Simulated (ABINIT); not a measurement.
Runs of ABINIT 10.8.3 (patched build) on Cs. It takes space group Im-3m (No. 229, cubic). Conventional cell: a = 6.257 Å, b = 6.257 Å, c = 6.257 Å, α = 90.00°, β = 90.00°, γ = 90.00°. 

```tsv
task	level	potentials or basis	spin	cell	k mesh	cutoff (eV)	smearing	dispersion computed by	fine-grid cutoff	most SCF steps	k mesh for the DOS	other keys	mesh quality	gap on the mesh (eV)	pressure (GPa)	moment (μB)
single point	PBEsol+D4	PseudoDojo NC SR PBEsol v0.4.1 standard	off	cell strained at random at fixed volume	6 × 6 × 6	680	methfessel-paxton 0.05 eV	dftd4 4.3.1	-	-	-	-	not flagged	none	-0.2	-
single point	PBE	JTH PAW PBE v2.0	off	as given	6 × 6 × 6	544	fermi-dirac 0.05 eV	-	1088.46 eV	-	-	-	not flagged	none	-0.2	-
projected density of states	PBEsol	JTH PAW PBE v2.0	non-collinear, ferromagnetic start, SOC	volume scaled by 0.96	2 × 2 × 2	544	fermi-dirac 0.05 eV	-	1088.46 eV	80	3 × 3 × 3	-	coarse	none	-0.8	(a)
single point	HCTH407	JTH PAW PBE v2.0	collinear, random start	as given	6 × 6 × 6	408	cold (ABINIT) 0.05 eV	-	1224.51 eV	-	-	dg_ha = 45	not flagged	none	-	0.65
single point	PBE	JTH PAW PBE v2.0	off	cell strained at random at fixed volume	6 × 6 × 6	544	fermi-dirac 0.05 eV	-	1088.46 eV	-	-	-	not flagged	none	-0.2	-
```

Task: Fill in the values left out.

Result: (a) 0.75.

Caveats: some runs use coarse meshes; the PAW data sets were made with another functional, which shifts forces and pressure a little (some runs); pairwise dispersion overbinds metals, which lowers pressure and volume (some runs).

A k mesh can miss the band edges, and rows without SOC leave out spin-orbit coupling on Cs.

A gap of «none» marks a metal or a gap under the smearing width.
